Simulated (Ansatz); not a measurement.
**Os: the crystal squeezed far**

The task here is to estimate one member of a computed series from the others.

Computed with Ansatz 0.2.0 (DFT LDA, with the methods named in each step, unless a step's input says otherwise).

1 further run of the same task is left out (set aside as unsound or not needed). Runs told in other sessions of the task aren't counted.

### The starting structure

The structure is cubic, space group Fm-3m (No. 225). Conventional cell: a = 3.798 Å, b = 3.798 Å, c = 3.798 Å, α = 90.00°, β = 90.00°, γ = 90.00°. Os (site symmetry m-3m) is surrounded by 12 Os at 2.69 Å.

Coordinates:

```cif
data_structure
_symmetry_space_group_name_H-M 'P 1'
_symmetry_Int_Tables_number 1
_cell_length_a 2.6859
_cell_length_b 2.6859
_cell_length_c 2.6859
_cell_angle_alpha 60.000
_cell_angle_beta 60.000
_cell_angle_gamma 60.000
_cell_volume 13.70
loop_
_atom_site_label
_atom_site_type_symbol
_atom_site_fract_x
_atom_site_fract_y
_atom_site_fract_z
_atom_site_occupancy
Os1 Os 0.00000 0.00000 0.00000 1
```

Whether this phase is the stable one at these pressures isn't tested.

The first run:

input.yaml reads:

```yaml
crystal:
  lattice:
    - [0.0, 1.8992148187, 1.8992148187]
    - [1.8992148187, 0.0, 1.8992148187]
    - [1.8992148187, 1.8992148187, 0.0]
  atoms:
    - { symbol: Os, position: [0.0, 0.0, 0.0] }
kpoints:
  mp_grid: { grid: [19, 19, 19] }
scf:
  occupations: { method: fermi_dirac, width: 0.08 }
hamiltonian:
  xc: lda
  pseudopotentials: { kind: paw }
output:
  forces: true
  stress: true
  write_density: true
  write_potential: true
  elf: true
  volumetric_format: npy
relax:
  f_tol: 0.005
  max_steps: 40
  cell: {}
```

On the command line:

```sh
ansatz run input.yaml --threads 1 --pin off --max-ram 2048MiB --backend cpu --events-out ev --progress --plain --runs-dir out
```

Among the steps run: Cell relaxed at zero pressure, PAW; Volume scaled by 1, PAW; Volume scaled by 0.92, PAW; Volume scaled by 0.84, PAW; Volume scaled by 0.84, PAW (source ansatz); Volume scaled by 0.76, PAW; Volume scaled by 0.76, PAW (cutoff 250 eV); Volume scaled by 0.68, PAW; Volume scaled by 0.6, PAW; Volume scaled by 0.52, PAW; Volume scaled by 0.52, PAW (cutoff 800 eV); Volume scaled by 0.45, PAW; Volume scaled by 0.45, PAW (core large).

One of the session's tables, all rows but one given; the rest of the session is left out.

 The rows PAW, 0.45 and PAW (core large), 0.45 agree to the last digit and may rest on the same set-up.

| method | volume over the first | volume (Å³/atom) | pressure (GPa) |
| --- | --- | --- | --- |
| PAW | 1 | 13.746 | -0.02 |
| PAW | 0.92 | 12.647 | 44.67 |
| PAW | 0.84 | 11.547 | 115.19 |
| PAW | 0.76 | 10.447 | 227.18 |
| PAW | 0.68 | 9.348 | 408.11 |
| PAW | 0.6 | 8.248 | 708.26 |
| PAW | 0.52 | 7.148 | 1225.06 |
| PAW | 0.45 | 6.186 | 2020.55 |
| PAW (core large) | 0.45 | 6.186 | 2020.55 |
| PAW (cutoff 250 eV) | 0.76 | 10.447 | 214.98 |
| PAW (cutoff 800 eV) | 0.52 | ? | ? |
| PAW (source ansatz) | 0.84 | 11.547 | 115.37 |

**Question.** Estimate the row for PAW (cutoff 800 eV), 0.52.

**Answer.** volume (Å³/atom): 7.148; pressure (GPa): 1224.91.

Caveats from the session: At pressures up to 2021 GPa the PAW spheres may overlap and frozen cores may not hold, so those PAW values are rough without an all-electron check. Warnings in the runs' records: pseudo functional mismatch, cutoff below recommended, datasets by core.
